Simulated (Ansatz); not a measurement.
## Deforming V

```
CELL_PARAMETERS angstrom
0.00000 1.90829 1.90829
1.90829 0.00000 1.90829
1.90829 1.90829 0.00000
ATOMIC_POSITIONS crystal
V 0.00000 0.00000 0.00000
```

Conventional cell: a = 3.817 Å, b = 3.817 Å, c = 3.817 Å, α = 90.00°, β = 90.00°, γ = 90.00°. V (atom 1) is surrounded by 12 V at 2.70 Å.

The cell was built from the fcc type and relaxed in the same program, and has space group Fm-3m; it needn't be a known or the stable phase.

These are results of DFT, PBE, all-electron PAW with datasets made for the crystal, scalar-relativistic in Ansatz 0.2.0, not measurements.

Numerical set-up: a Γ-centred 19×19×19 k mesh, Fermi–Dirac smearing of 0.05 eV, cutoff 260 eV (chosen by the program for this cell), spin-polarised from start moments V 1.5 μB (the moments died away, and the run ended non-magnetic).

The unchanged cell is at 0.02 GPa, so energy changes include a term −P ΔV where the volume moves.

In a metal, stresses and small energies carry noise from the k mesh.

x, y and z are the Cartesian axes of the cell as listed; fractional coordinates follow a strain, and an engineering shear is twice the off-diagonal strain component.

(1) With this change (x and y strained by +2 %, z held), what becomes of the energy and stress?

(2) With this change (x and y strained by -1.5 %, z held), what becomes of the energy and stress?

Results:

(1) Energy change +9 meV/atom; stress change (xx, yy, zz, yz, xz, xy) -5.11, -5.11, -9.42, 0.00, 0.00, 0.00 GPa, compression positive.

(2) Energy change +5 meV/atom; stress change (xx, yy, zz, yz, xz, xy) 4.21, 4.21, 8.36, 0.00, 0.00, 0.00 GPa, compression positive.
